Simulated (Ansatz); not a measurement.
The system is Si2Ni.

```xyz
3
Lattice="0.0000 2.7030 2.7030 2.7030 0.0000 2.7030 2.7030 2.7030 0.0000" Properties=species:S:1:pos:R:3 pbc="T T T"
Ni    0.0000    0.0000    0.0000
Si    4.0545    4.0545    4.0545
Si    1.3515    1.3515    1.3515
```

Base run:

| Item | Value |
| --- | --- |
| Program | Ansatz 0.2.0 |
| Functional | PBE |
| Potentials or basis | Ansatz PAW |
| Cutoff | 420 eV (not typed: the program's choice for these potentials) |
| k mesh | 7 × 7 × 7 |
| Occupations | fermi-dirac, width 0.05 eV |
| Spin | collinear spin, ferromagnetic start |
| Starting moments | [1.2, 0.0, 0.0] μB |
| Fixed moment | 1.2 μB |

Its results: pressure 8.5 GPa; site moments Ni +0.51; Si +0.17 μB.

Task: The run is repeated on the same cell with these changes: fixed moment from 1.2 μB to 0.5 μB; moments at the start from [1.2, 0.0, 0.0] to [0.5, 0.0, 0.0]. What comes out?

Result: Pressure 4.5 GPa; site moments Ni +0.25; Si +0.07 μB.

Caveats: the total moment is fixed, so each spin has its own Fermi level; the thresholds are loose for stress.
